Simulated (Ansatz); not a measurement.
The system is NiO.

```xyz
2
Lattice="2.7831 0.0000 0.0000 -1.3915 2.4102 0.0000 0.0000 0.0000 2.7161" Properties=species:S:1:pos:R:3 pbc="T T T"
Ni    0.0000    0.0000    0.0000
O     1.3915    0.8034    1.3581
```

Measurements of this composition are mostly on another form, of space group No. 225.

```yaml
Program: Ansatz 0.2.0
Task: relaxation of cell and atoms
Functional: HSEsol
Potentials_or_basis: Ansatz PAW
Cutoff: "420 eV (not typed: the program's choice for these potentials)"
k_mesh: 6 × 6 × 5
Occupations: fermi-dirac, width 0.05 eV
Spin: collinear spin, ferromagnetic start
Starting_moments: "[1.0, 0.0] μB"
```

At the start: volume 9.11 Å³/atom.

How do energy, volume and symmetry change on relaxing?

It ends after 7 steps and the volume is 9.01 Å³/atom (-1.1 %); space group P-6m2 (No. 187, to 0.05 Å); moment 2.00 μB per cell.

The path:
```csv
step,energy change (eV),largest force (eV/Å),volume (Å³)
1,0.0000,0.0000,18.22
2,-0.0104,0.0000,18.16
3,-0.0116,0.0000,18.05
4,-0.0118,0.0000,18.03
5,-0.0109,0.0000,18.03
6,-0.0109,0.0000,18.02
7,-0.0109,0.0000,18.02
```

Final structure:
```
Ni O
1.0
     2.79456    0.00000    0.00000
    -1.39728    2.42016    0.00000
     0.00000    0.00000    2.66509
Ni O
1 1
Cartesian
  0.0000 0.0000 0.0000
  1.3973 0.8067 1.3325
```

Caveat: the k mesh is coarse (spacing up to 0.46 Å⁻¹), so the values aren't converged, least of all with exact exchange; the magnetic or orbital state may not be the lowest; the plane-wave basis is chosen anew once the cell has moved, so the energies of steps on either side of that aren't comparable; the pressure holds a Pulay correction of +0.8 GPa for the finite cutoff; a cell with one magnetic atom can't hold antiferromagnetic order, which such compounds often take; the PAW data sets come from PBE, with cores solved anew for the run's functional, which leaves a small shift of forces and pressure.
